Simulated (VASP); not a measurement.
BaS:

```xyz
2
Lattice="0.0000 3.1938 3.1938 3.1938 0.0000 3.1938 3.1938 3.1938 0.0000" Properties=species:S:1:pos:R:3 pbc="T T T"
Ba    0.0000    0.0000    0.0000
S     3.1938    3.1938    3.1938
```

Base run:

- Program: VASP 6.6.1
- Functional: MS2
- Potentials or basis: VASP PAW PBE potentials, release 64 (Ba_sv, S)
- Cutoff: 520 eV
- k mesh: 7 × 7 × 7
- Occupations: fermi-dirac, width 0.05 eV
- Spin: no spin polarisation

Its results: band gap on the k mesh 2.47 eV, indirect (least direct gap 2.62 eV); pressure 0.9 GPa.

Question: The run is repeated on the same cell with these changes: functional from MS2 to PBE; occupations from fermi-dirac, width 0.05 eV to gaussian, width 0.012 eV. What comes out?

Answer: Band gap on the k mesh 2.17 eV, indirect (least direct gap 2.31 eV); pressure 1.4 GPa.

Caveats: spin-orbit coupling is left out, which moves the levels of the heavy elements; the PAW data sets were made with another functional, which shifts forces and pressure a little (some runs); an odd mesh through Γ misses points on the zone boundary, where band edges often lie (some runs).
